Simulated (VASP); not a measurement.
# Pb (Fd-3m) in VASP: single point with PBEsol

Aim: the single point of Pb with PBEsol.

Program: VASP 6.6.1. These are calculated values, not measurements. Logs are shortened: lines on timing, memory, paths and dates and some standing lists are left out, and cuts for length are marked.

## 1. The structure

The structure is cubic, space group Fd-3m (No. 227). Conventional cell: a = 6.878 Å, b = 6.878 Å, c = 6.878 Å, α = 90.00°, β = 90.00°, γ = 90.00°. Pb (site symmetry -43m) has 4 Pb at 2.98 Å as nearest neighbours.

This isn't the form of Pb at room conditions, which is fcc.

## 2. Single point, PBEsol

Contents of INCAR:

```
SYSTEM = Pb
  ALGO = Normal
  EDIFF = 1E-6
  ENCUT = 520
  GGA = PS
  ISIF = 2
  ISMEAR = -1
  LASPH = .TRUE.
  LCHARG = .TRUE.
  LELF = .TRUE.
  LREAL = .FALSE.
  LVHAR = .TRUE.
  LWAVE = .FALSE.
  NBANDS = 21
  NELM = 100
  PREC = Accurate
  SIGMA = 0.15
```

Contents of KPOINTS:

```
k-points
0
G
  7 7 7
  0 0 0
```

Contents of POSCAR:

```
Pb
1.0
    0.0000000000      3.4390000000      3.4390000000
    3.4390000000      0.0000000000      3.4390000000
    3.4390000000      3.4390000000      0.0000000000
Pb
2
Direct
    0.5000000000      0.5000000000      0.5000000000
    0.7500000000      0.7500000000      0.7500000000
```

Potentials or basis: VASP PAW PBE potentials, release 64 (Pb_d).

On the command line:

```sh
$ cat potpaw_PBE.64/Pb_d/POTCAR > POTCAR
$ mpirun -np 1 vasp_std > vasp.out
```

OUTCAR:

```text
SYSTEM = Pb
   EDIFF = 1E-6
   ENCUT = 520
   GGA = PS
   ISIF = 2
   ISMEAR = -1
   LASPH = .TRUE.
   LREAL = .FALSE.
   NELM = 100
   PREC = Accurate

 ion  position               nearest neighbor table
   1  0.500  0.500  0.500-   2 2.98   2 2.98   2 2.98   2 2.98
   2  0.750  0.750  0.750-   1 2.98   1 2.98   1 2.98   1 2.98

  LATTYP: Found a face centered cubic cell.
 ALAT       =     6.8780000000

  Lattice vectors:

 A1 = (   0.0000000000,   3.4390000000,   3.4390000000)
 A2 = (   3.4390000000,   0.0000000000,   3.4390000000)
 A3 = (   3.4390000000,   3.4390000000,   0.0000000000)

Analysis of symmetry for initial positions (statically):
=====================================================================
 Subroutine PRICEL returns:
 Original cell was already a primitive cell.

 Routine SETGRP: Setting up the symmetry group for a
 face centered cubic supercell.

 Subroutine GETGRP returns: Found 48 space group operations
 (whereof 24 operations were pure point group operations)
 out of a pool of 48 trial point group operations.

The static configuration has the point symmetry T_d .
 The point group associated with its full space group is O_h .

Analysis of symmetry for dynamics (positions and initial velocities):
=====================================================================
 Subroutine PRICEL returns:
 Original cell was already a primitive cell.

 Routine SETGRP: Setting up the symmetry group for a
 face centered cubic supercell.

 Subroutine GETGRP returns: Found 48 space group operations
 (whereof 24 operations were pure point group operations)
 out of a pool of 48 trial point group operations.

The dynamic configuration has the point symmetry T_d .
 The point group associated with its full space group is O_h .

 Subroutine INISYM returns: Found 48 space group operations
 (whereof 24 operations are pure point group operations),
 and found     1 'primitive' translations

----------------------------------------------------------------------------------------

                                     Primitive cell

  volume of cell :      81.3442

  direct lattice vectors                    reciprocal lattice vectors
     0.000000000  3.439000000  3.439000000    -0.145391102  0.145391102  0.145391102
     3.439000000  0.000000000  3.439000000     0.145391102 -0.145391102  0.145391102
     3.439000000  3.439000000  0.000000000     0.145391102  0.145391102 -0.145391102

[... 73 lines left out ...]
   LNONCOLLINEAR =      F non collinear calculations
   LSORBIT =      F    spin-orbit coupling
   LASPH  =      T    aspherical Exc in radial PAW
   ENCUT  =  520.0 eV  38.22 Ry    6.18 a.u.   9.04  9.04  9.04*2*pi/ulx,y,z
   NELM   =    100;   NELMIN=  2; NELMDL= -5     # of ELM steps
   EDIFF  = 0.1E-05   stopping-criterion for ELM
   LREAL  =      F    real-space projection
   EDIFFG = 0.1E-04   stopping-criterion for IOM
   NSW    =      0    number of steps for IOM
   IBRION =     -1    ionic relax: 0-MD 1-quasi-New 2-CG
   NFREE  =      0    steps in history (QN), initial steepest desc. (CG)
   ISIF   =      2    stress and relaxation
   ISYM   =      2    0-nonsym 1-usesym 2-fastsym
   POTIM  = 0.5000    time-step for ionic-motion
   TEBEG  =    0.0;   TEEND  =   0.0 temperature during run
   PSTRESS=    0.0 pullay stress
   NELECT =      28.0000    total number of electrons
   NUPDOWN=      -1.0000    fix difference up-down
   EMIN   =  10.00;   EMAX   =-10.00  energy-range for DOS
   EFERMI =   0.00;   METHOD = LEGACY
   ISMEAR =    -1;   SIGMA  =   0.15  broadening in eV -4-tet -1-fermi 0-gaus
   EFERMI_NEDOS =   21; number of points for ismear=-14 and -15
   IALGO  =     38    algorithm
   IMIX   =      4    mixing-type and parameters
     AMIX     =   0.40;   BMIX     =  1.00
     AMIX_MAG =   1.60;   BMIX_MAG =  1.00
  volume/ion in A,a.u.               =      40.67       274.47
  Fermi-wavevector in a.u.,A,eV,Ry     =   1.147322  2.168124 17.910000  1.316348
  Thomas-Fermi vector in A             =   2.284002
   LORBIT       =      0    0 simple, 1 ext, 2 COOP (PROOUT), +10 PAW based schemes
   GGA     = PS    functional components
   LHFCALC =     F    Hartree Fock is set to
   AEXX    =    0.0000 exact exchange contribution
   IVDW    =     0    specifies the selected vdW correction
   LEPSILON=     F    determine dielectric tensor
   LRPA    =     F    only Hartree local field effects (RPA)
 non-spin polarized calculation
  energy-cutoff  :      520.00
  volume of cell :       81.34
 maximum number of plane-waves:      2213
   NGX = 19   NGY = 19   NGZ = 19

 number of electron      28.0000001 magnetization

 Free energy of the ion-electron system (eV)
  ---------------------------------------------------
  ext. energy  EPLUGINS =         0.00000000
  ---------------------------------------------------
  free energy    TOTEN  =        -7.36757535 eV

  energy without entropy =       -7.32438627  energy(sigma->0) =       -7.34598081

 E-fermi :   4.1397     XC(G=0):  -8.6183

 val. band max:        4.1346647671   @ k =  -0.1429   0.1429   0.0000
 cond. band min:       4.1829632110   @ k =   0.1429   0.0000   0.0000
 fundamental gap:      0.0482984439
 Fermi energy:         4.1397456674

 k-point     1 :       0.0000    0.0000    0.0000
  band No.  band energies     occupation
      1     -12.9639      2.00000
      2     -12.9639      2.00000
      3     -12.9639      2.00000
      4     -12.8857      2.00000
      5     -12.8857      2.00000
      6     -12.4530      2.00000
[... 469 lines left out ...]
     20      12.6736      0.00000
     21      13.8185      0.00000

------------------------ aborting loop because EDIFF is reached ----------------------------------------

  FORCE on cell =-STRESS in cart. coord.  units (eV):
  Direction    XX          YY          ZZ          XY          YZ          ZX
  --------------------------------------------------------------------------------------
  -------------------------------------------------------------------------------------
  Total        0.2241999      0.2241999      0.2241999      0.0000000      0.0000000      0.0000000
  in kB        4.4159033      4.4159033      4.4159033      0.0000000      0.0000000      0.0000000
  external PRESSURE =       4.4159033 kB  Pullay stress =       0.0000000 kB

 VOLUME and BASIS-vectors are now :
 -----------------------------------------------------------------------------
  energy-cutoff  :      520.00
  volume of cell :       81.34
      direct lattice vectors                 reciprocal lattice vectors
     0.000000000  3.439000000  3.439000000    -0.145391102  0.145391102  0.145391102
     3.439000000  0.000000000  3.439000000     0.145391102 -0.145391102  0.145391102
     3.439000000  3.439000000  0.000000000     0.145391102  0.145391102 -0.145391102

 POSITION                                       TOTAL-FORCE (eV/Angst)
 -----------------------------------------------------------------------------------
      3.43900      3.43900      3.43900         0.000000      0.000000      0.000000
      5.15850      5.15850      5.15850        -0.000000     -0.000000     -0.000000
 -----------------------------------------------------------------------------------
    total drift:                                0.000000      0.000000      0.000000

  FREE ENERGIE OF THE ION-ELECTRON SYSTEM (eV)
  ---------------------------------------------------
  free  energy   TOTEN  =        -7.3675753501 eV

  energy  without entropy=       -7.3243862680  energy(sigma->0) =       -7.34598081
```

stdout:

```text
POSCAR found type information on POSCAR Pb
 POSCAR found :  1 types and       2 ions
 scaLAPACK will be used
 -----------------------------------------------------------------------------
|                                                                             |
|                                                                             |
|     You enforced a specific xc type in the INCAR file but a different       |
|     I HOPE YOU KNOW WHAT YOU ARE DOING!                                     |
|                                                                             |
 -----------------------------------------------------------------------------

 LDA part: xc-table for (Slater+PW92), standard interpolation
 POSCAR, INCAR and KPOINTS ok, starting setup
 FFT: planning ... GRIDC
 FFT: planning ... GRID_SOFT
 FFT: planning ... GRID
 WAVECAR not read
 entering main loop
```

It took 32 s on 1 thread of Intel Xeon Platinum 8488C (Sapphire Rapids), shared host; peak memory 0.2 GiB.

Results:

- Free energy: -7.3676 eV
- Pressure: 0.4 GPa
- Band gap on the k mesh: none (metal or under the smearing width)

Levels at points of the mesh, in eV from the Fermi level:
| k point | band 12 | band 13 | band 14 | band 15 | band 16 | band 17 |
| --- | --- | --- | --- | --- | --- | --- |
| (0.00, 0.00, 0.00) | -3.92 | 0.43 | 0.43 | 0.43 | 2.43 | 2.43 |

Caveat: the PAW data sets were made with another functional, which shifts forces and pressure a little.
